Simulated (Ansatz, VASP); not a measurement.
## One calculation of MgS (Niningerite), two programs

```xyz
2
Lattice="-0.0260 2.6016 2.6016 2.6016 -0.0260 2.6016 2.5756 2.5756 0.0000" Properties=species:S:1:pos:R:3 pbc="T T T"
S     2.5756    2.5756    2.6016
Mg    0.0000    0.0000    0.0000
```

Alike in both runs: functional PBE; k mesh 8 × 8 × 8; occupations fermi-dirac, width 0.05 eV; no spin polarisation.

|  | VASP | Ansatz |
| --- | --- | --- |
| version | VASP 6.6.1 | Ansatz 0.2.0 |
| potentials or method | VASP PAW PBE potentials, release 64 (S, Mg) | Ansatz PAW |
| plane-wave cutoff (eV) | 520 | 420 |
| valence electrons in the cell | 8 | 16 |
| task | single point | band structure |

|  | VASP | Ansatz | Ansatz less VASP |
| --- | --- | --- | --- |
| gap on the k mesh at the Fermi level (eV) | 2.67 | 2.68 | +0.014 |
| least direct gap on the mesh (eV) | 3.61 | 3.62 | +0.012 |
| pressure (GPa) | 0.9 | 1.2 | +0.30 |
| largest component of the traceless stress (GPa) | 1.10 | 1.10 | -0.001 |

The two sets of potentials don't hold the same shells in valence.

A k mesh can miss the band edges. PBE gaps usually lie below the measured ones, often by a third to a half.
